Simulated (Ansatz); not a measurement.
## GaP, one cell by several methods

```
Ga P
1.0
     0.00000    2.77976    2.72525
     2.77976    0.00000    2.72525
     2.77976    2.77976    0.00000
Ga P
1 1
Cartesian
  0.0000 0.0000 0.0000
  4.1696 4.1696 4.0879
```

Atom numbers follow the list: Ga1, P2.

Conventional cell: a = 3.931 Å, b = 3.931 Å, c = 5.450 Å, α = 90.00°, β = 90.00°, γ = 90.00°. Ga (atom 1) has 4 P at 2.39 Å as nearest neighbours. P (atom 2) is surrounded by 4 Ga at 2.39 Å.

The cell is COD entry 9008846, as deposited and not checked against the literature; nothing was relaxed. The listed cell was then made from it by scaling, straining or moving an atom.

Methods: DFT, PBEsol, PAW with Ansatz's default frozen-core files, scalar-relativistic (Ansatz 0.2.0); DFT, PBEsol, all-electron PAW with datasets made for the crystal, scalar-relativistic (Ansatz 0.2.0); DFT, PBEsol, all-electron LAPW, scalar-relativistic (Ansatz 0.2.0).

For PAW: a Γ-centred 12×12×12 k mesh, Fermi–Dirac smearing of 0.08 eV, cutoff 420 eV, no spin polarisation; the PAW files were made with PBE, and the program remakes their frozen cores for this functional. The crystal-made all-electron datasets (AE datasets) take a cutoff of 240 eV at this cell. LAPW targets a basis error of 0.5 meV/atom. The Ansatz runs share mesh, smearing and spin set-up. Plane-wave (PAW) pressures include the program's estimate of the Pulay term.

Stress and pressure are positive in compression.

The change that made this cell: equal xx and yy strain of +2 %.

| quantity | PAW | AE datasets | LAPW |
| --- | --- | --- | --- |
| pressure (GPa) | -3.54 | -3.55 | -3.55 |
| stress xx (GPa) | -4.01 | -4.02 | -4.02 |
| stress zz (GPa) | -2.60 | -2.61 | -2.61 |
| band gap (eV) | 1.350 | 1.352 | 1.352 |
| field gradient Vzz at Ga1 (10²¹ V/m²) | 0.39 | 0.40 | – |
| field gradient Vzz at P2 (10²¹ V/m²) | -0.24 | -0.23 | – |

PAW's pressure differs from the LAPW value by about 0.01 GPa or less.
